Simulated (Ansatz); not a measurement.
# Zn: the cost of one run

Method: DFT r2SCAN, scalar-relativistic, plane waves, PAW, in Ansatz 0.2.0.

### 1 The system as given

Symmetry: Fm-3m, No. 225, cubic system. Conventional cell: a = 3.930 Å, b = 3.930 Å, c = 3.930 Å, α = 90.00°, β = 90.00°, γ = 90.00°. Zn (site symmetry m-3m) has 12 Zn at 2.78 Å as nearest neighbours.

Structure file:

```
CELL_PARAMETERS angstrom
0.00000 1.96478 1.96478
1.96478 0.00000 1.96478
1.96478 1.96478 0.00000
ATOMIC_POSITIONS crystal
Zn 0.00000 0.00000 0.00000
```

The structure comes from the Materials Project (structure only).

### 2 Functional and cell changed: r2SCAN

What differs from the listed cell: strain xx, yy, zz, yz, xz, xy = +2.4, +2.4, +2.4, +0.0, +0.0, +0.0 %.

The input, input.yaml:

```yaml
crystal:
  lattice:
    - [0.0, 2.0127361822, 2.0127361822]
    - [2.0127361822, 0.0, 2.0127361822]
    - [2.0127361822, 2.0127361822, 0.0]
  atoms:
    - { symbol: Zn, position: [0.0, 0.0, 0.0] }
basis:
  ecutwfc: 500
kpoints:
  mp_grid: { grid: [18, 18, 18] }
hamiltonian:
  xc: r2scan
scf:
  occupations: { method: gaussian, width: 0.1 }
output:
  forces: true
  stress: true
  eigenvalues: true
  populations: true
```

Started as:

```bash
ansatz run input.yaml --threads 1 --pin off --max-ram 1331MiB --backend cpu --events-out ev --progress --plain --runs-dir out
```

**Question.** How long does this run take on 1 thread of an x86-64 CPU, shared host, and how much memory does it need?

About 13 s, with a peak of 0.39 GiB.
